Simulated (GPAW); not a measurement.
Wanted: an ASE script for a GPAW 26.7.0 run.

```
Task                : single point
Functional          : PBE
Potentials or basis : GPAW PAW data sets (gpaw-data 1.2.1)
Cutoff              : 800 eV
Basis               : pw
k mesh              : 6 × 6 × 5
Occupations         : fermi-dirac, width 0.05 eV
Spin                : no spin polarisation
Maxiter             : 150
```

SiO2:

```
Si O
1.0
     5.06109    0.00000    0.00000
    -2.53054    4.38303    0.00000
     0.00000    0.00000    5.54050
Si O
3 6
Direct
  0.50000 0.00000 0.00000
  0.50000 0.50000 0.33333
  0.00000 0.50000 0.66667
  0.41726 0.20863 0.16667
  0.79137 0.20863 0.83333
  0.20863 0.41726 0.50000
  0.58274 0.79137 0.16667
  0.20863 0.79137 0.83333
  0.79137 0.58274 0.50000
```

The cell comes from a database or a generator and needn't be the stable form of this composition.

These files were run (other wordings do the same):

run.py

```python
from ase import Atoms
from ase.dft.bandgap import bandgap
from ase.io import write
from ase.units import Bohr, GPa
from gpaw import GPAW, PW
from gpaw.elf import elf_from_dft_calculation

atoms = Atoms(['Si', 'Si', 'Si', 'O', 'O', 'O', 'O', 'O', 'O'],
              cell=[[5.0610887587, 0.0, 0.0],
                    [-2.5305443793, 4.3830314358, 0.0],
                    [0.0, 0.0, 5.54050141]],
              scaled_positions=[[0.5, 0.0, 0.0],
                                [0.5, 0.5, 0.3333333333],
                                [0.0, 0.5, 0.6666666667],
                                [0.41725657, 0.208628285, 0.1666666667],
                                [0.791371715, 0.208628285, 0.8333333333],
                                [0.208628285, 0.41725657, 0.5],
                                [0.58274343, 0.791371715, 0.1666666667],
                                [0.208628285, 0.791371715, 0.8333333333],
                                [0.791371715, 0.58274343, 0.5]],
              pbc=True)

calc = GPAW(mode=PW(800),
            xc='PBE',
            kpts={'size': (6, 6, 5), 'gamma': True},
            occupations={'name': 'fermi-dirac', 'width': 0.05},
            nbands=43,
            convergence={'density': 1e-05, 'energy': 1e-05},
            maxiter=150,
            txt='gpaw.txt')
atoms.calc = calc
energy = atoms.get_potential_energy()
forces = atoms.get_forces()
stress = atoms.get_stress()
calc.write('gs.gpw')
write('result.traj', atoms)
print(f'Energy: {energy:.6f} eV')
print('Forces (eV/A):')
print(forces.round(4))
print('Stress (GPa):', (stress / GPa).round(3))
print('Fermi level:', round(calc.get_fermi_level(), 4), 'eV')
print(f'Gap: {bandgap(calc)[0]:.4f} eV, direct: {bandgap(calc, direct=True)[0]:.4f} eV')

# fields on the real-space grid
write('density.cube', atoms, data=calc.get_pseudo_density() * Bohr**3)
write('potential.cube', atoms, data=calc.get_electrostatic_potential())
write('elf.cube', atoms, data=elf_from_dft_calculation(calc).data)
```

Potentials or basis: GPAW PAW data sets (gpaw-data 1.2.1), pw.

Run with:

```bash
$ OMP_NUM_THREADS=1 python run.py
```

It gave:

```json
{"Pressure": "8.3 GPa", "Largest force": "0.436 eV/Å", "Band gap on the k mesh": "5.75 eV, indirect (least direct gap 5.95 eV)"}
```

Caveat: an odd mesh through Γ misses points on the zone boundary, where band edges often lie.

Run time: 3.7 min on 1 thread of Arm Neoverse V2 (shared host), peak memory 0.45 GiB.
